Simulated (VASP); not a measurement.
# MoH6 (P-3m1) in VASP: band structure with PBE

Aim: the band structure of MoH6 with PBE.

Everything below comes from runs of VASP 6.6.1. Logs are shortened: lines on timing, memory, paths and dates and some standing lists are left out, and cuts for length are marked.

## (1) The structure

Symmetry: P-3m1, No. 164, trigonal system. Conventional cell: a = 2.831 Å, b = 2.831 Å, c = 21.439 Å, α = 90.00°, β = 90.00°, γ = 120.00°. Around H (site symmetry 3m) lie 3 Mo at 1.93 Å. H (site symmetry 3m) has 1 H at 0.75 Å as nearest neighbours. H (site symmetry 3m) has 1 H at 0.75 Å as nearest neighbours. Around H (site symmetry 3m) lie 1 H at 0.75 Å. H (site symmetry 3m) is surrounded by 1 H at 0.75 Å. H (site symmetry 3m) is surrounded by 1 H at 0.75 Å. Mo (site symmetry 3m) is surrounded by 3 H at 1.93 Å.

The cell was built by a generator and needn't be a form met in nature.

## (2) Band structure, PBE

Contents of POSCAR:

```
MoH6
1.0
    2.8310600000      0.0000000000      0.0000000000
   -1.4155300000      2.4517700000      0.0000000000
    0.0000000000      0.0000000000     21.4389600000
H Mo
12 2
Direct
    0.0000000000      0.0000000000      0.8983480000
    0.0000000000      0.0000000000      0.1016520000
    0.6666670000      0.3333330000      0.6442640000
    0.6666670000      0.3333330000      0.6094090000
    0.3333330000      0.6666670000      0.7726830000
    0.3333330000      0.6666670000      0.7378140000
    0.0000000000      0.0000000000      0.4825710000
    0.0000000000      0.0000000000      0.5174290000
    0.6666670000      0.3333330000      0.2273170000
    0.6666670000      0.3333330000      0.2621860000
    0.3333330000      0.6666670000      0.3557360000
    0.3333330000      0.6666670000      0.3905910000
    0.6666670000      0.3333330000      0.9465230000
    0.3333330000      0.6666670000      0.0534770000
```

Contents of INCAR.step1:

```
PREC = Accurate ; ENCUT = 520
EDIFF = 1E-6 ; ISMEAR = 0
SIGMA = 0.1 ; LREAL = False
LASPH = True ; NELM = 60
ALGO = Normal ; ISIF = 2
LWAVE = False ; LCHARG = True
LMAXMIX = 4 ; GGA = PE
NBANDS = 33
```

Contents of KPOINTS.step1:

```
regular mesh
0
Gamma
  12 12 2
```

Contents of INCAR.step2:

```
PREC = Accurate ; ENCUT = 520
EDIFF = 1E-6 ; ISMEAR = 0
SIGMA = 0.05 ; LREAL = False
LASPH = True ; NELM = 60
ALGO = Normal ; ISIF = 2
LWAVE = False ; LCHARG = False
LMAXMIX = 4 ; GGA = PE
NBANDS = 33 ; ICHARG = 11
```

Contents of KPOINTS.step2:

```
path GMKGALHA,LM,KH
15
line-mode
reciprocal
 0.0000000000  0.0000000000  0.0000000000  G
 0.5000000000  0.0000000000  0.0000000000  M

 0.5000000000  0.0000000000  0.0000000000  M
 0.3333333333  0.3333333333  0.0000000000  K

 0.3333333333  0.3333333333  0.0000000000  K
 0.0000000000  0.0000000000  0.0000000000  G

 0.0000000000  0.0000000000  0.0000000000  G
 0.0000000000  0.0000000000  0.5000000000  A

 0.0000000000  0.0000000000  0.5000000000  A
 0.5000000000  0.0000000000  0.5000000000  L

 0.5000000000  0.0000000000  0.5000000000  L
 0.3333333333  0.3333333333  0.5000000000  H

 0.3333333333  0.3333333333  0.5000000000  H
 0.0000000000  0.0000000000  0.5000000000  A

 0.5000000000  0.0000000000  0.5000000000  L
 0.5000000000  0.0000000000  0.0000000000  M

 0.3333333333  0.3333333333  0.0000000000  K
 0.3333333333  0.3333333333  0.5000000000  H
```

Potentials or basis: VASP PAW PBE potentials, release 64 (H, Mo_sv).

Command:

```console
$ cat potpaw_PBE.64/H/POTCAR potpaw_PBE.64/Mo_sv/POTCAR > POTCAR
$ cp INCAR.step1 INCAR
$ cp KPOINTS.step1 KPOINTS
$ mpirun -np 1 vasp_std > vasp.out
$ cp INCAR.step2 INCAR
$ cp KPOINTS.step2 KPOINTS
$ mpirun -np 1 vasp_std > vasp.out
```

OUTCAR:

```text
PREC = Accurate
   ENCUT = 520
   EDIFF = 1E-6
   ISMEAR = 0
   LREAL = False
   LASPH = True
   NELM = 60
   ISIF = 2
   GGA = PE
   ICHARG = 11

 ion  position               nearest neighbor table
   1  0.000  0.000  0.898-  13 1.93  13 1.93  13 1.93
   2  0.000  0.000  0.102-  14 1.93  14 1.93  14 1.93
   3  0.667  0.333  0.644-   4 0.75
   4  0.667  0.333  0.609-   3 0.75
   5  0.333  0.667  0.773-   6 0.75
   6  0.333  0.667  0.738-   5 0.75
   7  0.000  0.000  0.483-   8 0.75
   8  0.000  0.000  0.517-   7 0.75
   9  0.667  0.333  0.227-  10 0.75
  10  0.667  0.333  0.262-   9 0.75
  11  0.333  0.667  0.356-  12 0.75
  12  0.333  0.667  0.391-  11 0.75
  13  0.667  0.333  0.947-   1 1.93   1 1.93   1 1.93  14 2.82  14 2.82  14 2.82
  14  0.333  0.667  0.053-   2 1.93   2 1.93   2 1.93  13 2.82  13 2.82  13 2.82

  LATTYP: Found a hexagonal cell.
 ALAT       =     2.8310600000
 C/A-ratio  =     7.5727677972

  Lattice vectors:

 A1 = (   2.8310600000,   0.0000000000,   0.0000000000)
 A2 = (  -1.4155300000,   2.4517700000,   0.0000000000)
 A3 = (   0.0000000000,   0.0000000000,  21.4389600000)

Analysis of symmetry for initial positions (statically):
=====================================================================
 Subroutine PRICEL returns:
 Original cell was already a primitive cell.

 Routine SETGRP: Setting up the symmetry group for a
 hexagonal supercell.

 Subroutine GETGRP returns: Found 12 space group operations
 (whereof 12 operations were pure point group operations)
 out of a pool of 24 trial point group operations.

The static configuration has the point symmetry D_3d.

Analysis of symmetry for dynamics (positions and initial velocities):
=====================================================================
 Subroutine PRICEL returns:
 Original cell was already a primitive cell.

 Routine SETGRP: Setting up the symmetry group for a
 hexagonal supercell.

 Subroutine GETGRP returns: Found 12 space group operations
 (whereof 12 operations were pure point group operations)
 out of a pool of 24 trial point group operations.

The dynamic configuration has the point symmetry D_3d.

 Subroutine INISYM returns: Found 12 space group operations
 (whereof 12 operations are pure point group operations),
 and found     1 'primitive' translations

----------------------------------------------------------------------------------------

                                     Primitive cell

  volume of cell :     148.8101

  direct lattice vectors                    reciprocal lattice vectors
     2.831060000  0.000000000  0.000000000     0.353224587  0.203934301  0.000000000
    -1.415530000  2.451770000  0.000000000     0.000000000  0.407868601  0.000000000
     0.000000000  0.000000000 21.438960000     0.000000000  0.000000000  0.046644054

  length of vectors
     2.831060000  2.831060104 21.438960000     0.407868616  0.407868601  0.046644054

  position of ions in fractional coordinates (direct lattice)
     0.000000000  0.000000000  0.898348000
     0.000000000  0.000000000  0.101652000
     0.666667000  0.333333000  0.644264000
     0.666667000  0.333333000  0.609409000
     0.333333000  0.666667000  0.772683000
     0.333333000  0.666667000  0.737814000
     0.000000000  0.000000000  0.482571000
     0.000000000  0.000000000  0.517429000
     0.666667000  0.333333000  0.227317000
     0.666667000  0.333333000  0.262186000
     0.333333000  0.666667000  0.355736000
     0.333333000  0.666667000  0.390591000
     0.666667000  0.333333000  0.946523000
     0.333333000  0.666667000  0.053477000

  ion indices of the primitive-cell ions
   primitive index   ion index
                 1           1
                 2           2
                 3           3
                 4           4
                 5           5
                 6           6
                 7           7
                 8           8
                 9           9
                10          10
                11          11
                12          12
                13          13
                14          14

----------------------------------------------------------------------------------------

 KPOINTS: path GMKGALHA,LM,KH

Interpolating k-points between supplied coordinates.

 Line segments in fractional coordinates (reciprocal lattice):
    0.000000  0.000000  0.000000  ...  0.500000  0.000000  0.000000
    0.500000  0.000000  0.000000  ...  0.333333  0.333333  0.000000
    0.333333  0.333333  0.000000  ...  0.000000  0.000000  0.000000
    0.000000  0.000000  0.000000  ...  0.000000  0.000000  0.500000
    0.000000  0.000000  0.500000  ...  0.500000  0.000000  0.500000
    0.500000  0.000000  0.500000  ...  0.333333  0.333333  0.500000
    0.333333  0.333333  0.500000  ...  0.000000  0.000000  0.500000
    0.500000  0.000000  0.500000  ...  0.500000  0.000000  0.000000
    0.333333  0.333333  0.000000  ...  0.333333  0.333333  0.500000

 Generated    15 points on each line segment, for a total of    135 k-points:

 Following reciprocal coordinates:
            Coordinates               Weight
  0.000000  0.000000  0.000000      0.007407
  0.035714  0.000000  0.000000      0.007407
  0.071429  0.000000  0.000000      0.007407
  0.107143  0.000000  0.000000      0.007407
  0.142857  0.000000  0.000000      0.007407
  0.178571  0.000000  0.000000      0.007407
[... 16 lines left out ...]
  0.416667  0.166667  0.000000      0.007407
  0.404762  0.190476  0.000000      0.007407
 [... further k-points ...]
   k-points           NKPTS =    135   k-points in BZ     NKDIM =    135   number of bands    NBANDS=     33
   number of dos      NEDOS =    301   number of ions     NIONS =     14
   total plane-waves  NPLWV =  92160
   dimension x,y,z NGX =    24 NGY =   24 NGZ =  160
   dimension x,y,z NGXF=    48 NGYF=   48 NGZF=  320
   ions per type =              12   2
   NGX,Y,Z   is equivalent  to a cutoff of  14.09, 14.09, 12.41 a.u.
   NGXF,Y,Z  is equivalent  to a cutoff of  28.19, 28.19, 24.81 a.u.
 SYSTEM =  unknown system
   PREC   = accura    normal or accurate (medium, high low for compatibility)
   ISTART =      0    job   : 0-new  1-cont  2-samecut
   ICHARG =     11    charge: 1-file 2-atom 10-const
   ISPIN  =      1    spin polarized calculation?
   LNONCOLLINEAR =      F non collinear calculations
   LSORBIT =      F    spin-orbit coupling
   LASPH  =      T    aspherical Exc in radial PAW
   ENCUT  =  520.0 eV  38.22 Ry    6.18 a.u.   5.26  5.26 39.86*2*pi/ulx,y,z
   NELM   =     60;   NELMIN=  2; NELMDL=  0     # of ELM steps
   EDIFF  = 0.1E-05   stopping-criterion for ELM
   LREAL  =      F    real-space projection
[... 7 lines left out ...]
   TEBEG  =    0.0;   TEEND  =   0.0 temperature during run
   PSTRESS=    0.0 pullay stress
   NELECT =      40.0000    total number of electrons
   NUPDOWN=      -1.0000    fix difference up-down
   EMIN   =  10.00;   EMAX   =-10.00  energy-range for DOS
[... 5 lines left out ...]
     AMIX     =   0.40;   BMIX     =  1.00
     AMIX_MAG =   1.60;   BMIX_MAG =  1.00
  volume/ion in A,a.u.               =      10.63        71.73
  Fermi-wavevector in a.u.,A,eV,Ry     =   1.056535  1.996562 15.187731  1.116267
  Thomas-Fermi vector in A             =   2.191775
   LORBIT       =      0    0 simple, 1 ext, 2 COOP (PROOUT), +10 PAW based schemes
   GGA     = PE    functional components
   LHFCALC =     F    Hartree Fock is set to
   AEXX    =    0.0000 exact exchange contribution
   IVDW    =     0    specifies the selected vdW correction
   LEPSILON=     F    determine dielectric tensor
   LRPA    =     F    only Hartree local field effects (RPA)
 non-spin polarized calculation
 Gauss-broadening in eV      SIGMA  =   0.05
  energy-cutoff  :      520.00
  volume of cell :      148.81
 maximum number of plane-waves:      4052
 NGX is ok and might be reduce to    24

 number of electron      40.0000009 magnetization

 Free energy of the ion-electron system (eV)
  ---------------------------------------------------
  ext. energy  EPLUGINS =         0.00000000
  ---------------------------------------------------
  free energy    TOTEN  =       -61.68363697 eV

  energy without entropy =      -61.68165680  energy(sigma->0) =      -61.68264688

 E-fermi :  -0.5208     XC(G=0):  -7.4905

 val. band max:       -0.5254608356   @ k =   0.4286   0.1429   0.0000
 cond. band min:      -0.4943208812   @ k =   0.0476   0.0476   0.5000
 fundamental gap:      0.0311399544
 Fermi energy:        -0.5208012294

 k-point     1 :       0.0000    0.0000    0.0000
  band No.  band energies     occupation
      1     -60.9597      2.00000
      2     -60.8430      2.00000
      3     -35.3675      2.00000
      4     -34.7082      2.00000
      5     -34.4654      2.00000
      6     -34.4654      2.00000
[... 24 lines left out ...]
     31       7.8888      0.00000
     32       9.7417      0.00000

 k-point     2 :       0.0357    0.0000    0.0000
  band No.  band energies     occupation
      1     -60.9575      2.00000
      2     -60.8415      2.00000
      3     -35.3641      2.00000
      4     -34.7106      2.00000
      5     -34.4761      2.00000
      6     -34.4690      2.00000
[... 24 lines left out ...]
     31       7.9049      0.00000
     32       9.7387      0.00000
[... 733 lines left out ...]
     31       7.2310      0.00000
     32       7.7453      0.00000

 k-point    24 :       0.4048    0.1905    0.0000
  band No.  band energies     occupation
      1     -60.7527      2.00000
      2     -60.7277      2.00000
      3     -35.4154      2.00000
      4     -35.3425      2.00000
      5     -34.9732      2.00000
      6     -34.9059      2.00000
[... 24 lines left out ...]
     31       7.3551      0.00000
     32       7.8370      0.00000

 [... further k-points ...]

 [bands above 32 left out]

------------------------ aborting loop because EDIFF is reached ----------------------------------------

  FORCE on cell =-STRESS in cart. coord.  units (eV):
  Direction    XX          YY          ZZ          XY          YZ          ZX
  --------------------------------------------------------------------------------------
  -------------------------------------------------------------------------------------
  Total       -2.9991723     -2.9991726      4.4744850     -0.0000000      0.0000000      0.0000000
  in kB      -32.2908502    -32.2908534     48.1749334     -0.0000000      0.0000000      0.0000000
  external PRESSURE =      -5.4689234 kB  Pullay stress =       0.0000000 kB

 VOLUME and BASIS-vectors are now :
 -----------------------------------------------------------------------------
  energy-cutoff  :      520.00
  volume of cell :      148.81
      direct lattice vectors                 reciprocal lattice vectors
     2.831060000  0.000000000  0.000000000     0.353224587  0.203934301  0.000000000
    -1.415530000  2.451770000  0.000000000     0.000000000  0.407868601  0.000000000
     0.000000000  0.000000000 21.438960000     0.000000000  0.000000000  0.046644054

 POSITION                                       TOTAL-FORCE (eV/Angst)
 -----------------------------------------------------------------------------------
      0.00000      0.00000     19.25965        -0.000000     -0.000000     -0.434257
      0.00000      0.00000      2.17931        -0.000000      0.000000      0.434257
      1.41553      0.81726     13.81235         0.000000      0.000000     -0.043902
      1.41553      0.81726     13.06510        -0.000000      0.000000      0.046292
     -0.00000      1.63451     16.56552         0.000000      0.000000     -0.047837
     -0.00000      1.63451     15.81796        -0.000000      0.000000      0.057225
      0.00000      0.00000     10.34582        -0.000000      0.000000      0.046999
      0.00000      0.00000     11.09314        -0.000000      0.000000     -0.046999
      1.41553      0.81726      4.87344        -0.000000      0.000000      0.047837
      1.41553      0.81726      5.62100         0.000000     -0.000000     -0.057225
     -0.00000      1.63451      7.62661        -0.000000     -0.000000      0.043902
     -0.00000      1.63451      8.37386        -0.000000     -0.000000     -0.046292
      1.41553      0.81726     20.29247         0.000000      0.000000     -0.409072
     -0.00000      1.63451      1.14649        -0.000000      0.000000      0.409072
 -----------------------------------------------------------------------------------
    total drift:                                0.000000      0.000000      0.000000

  FREE ENERGIE OF THE ION-ELECTRON SYSTEM (eV)
  ---------------------------------------------------
  free  energy   TOTEN  =       -61.6836369689 eV

  energy  without entropy=      -61.6816567967  energy(sigma->0) =      -61.68264688
```

Wall time 7.2 min (1 thread of Intel Xeon Platinum 8488C (Sapphire Rapids), shared host); peak memory 0.62 GiB.

Results:

```yaml
Band_gap_along_the_path: none (metal or under the smearing width)
```

Levels at the corners of the path, in eV from the Fermi level:
```tsv
point	band 18	band 19	band 20	band 21	band 22	band 23
Γ	-1.07	-0.76	-0.76	-0.59	-0.59	1.70
M	-1.31	-0.51	-0.09	2.33	2.48	2.81
M	-1.31	-0.51	-0.09	2.33	2.48	2.81
K	-2.25	-1.12	-1.12	1.12	2.22	2.22
K	-2.25	-1.12	-1.12	1.12	2.22	2.22
Γ	-1.07	-0.76	-0.76	-0.59	-0.59	1.70
Γ	-1.07	-0.76	-0.76	-0.59	-0.59	1.70
A	-1.07	-0.76	-0.76	-0.59	-0.59	1.70
A	-1.07	-0.76	-0.76	-0.59	-0.59	1.70
L	-1.31	-0.51	-0.09	2.33	2.48	2.81
L	-1.31	-0.51	-0.09	2.33	2.48	2.81
H	-2.25	-1.12	-1.12	1.12	2.22	2.22
H	-2.25	-1.12	-1.12	1.12	2.22	2.22
A	-1.07	-0.76	-0.76	-0.59	-0.59	1.70
L	-1.31	-0.51	-0.09	2.33	2.48	2.81
M	-1.31	-0.51	-0.09	2.33	2.48	2.81
K	-2.25	-1.12	-1.12	1.12	2.22	2.22
H	-2.25	-1.12	-1.12	1.12	2.22	2.22
```

Caveat: the log is that of the step along the path at fixed density, whose energy, stress, charges and moments have no meaning.
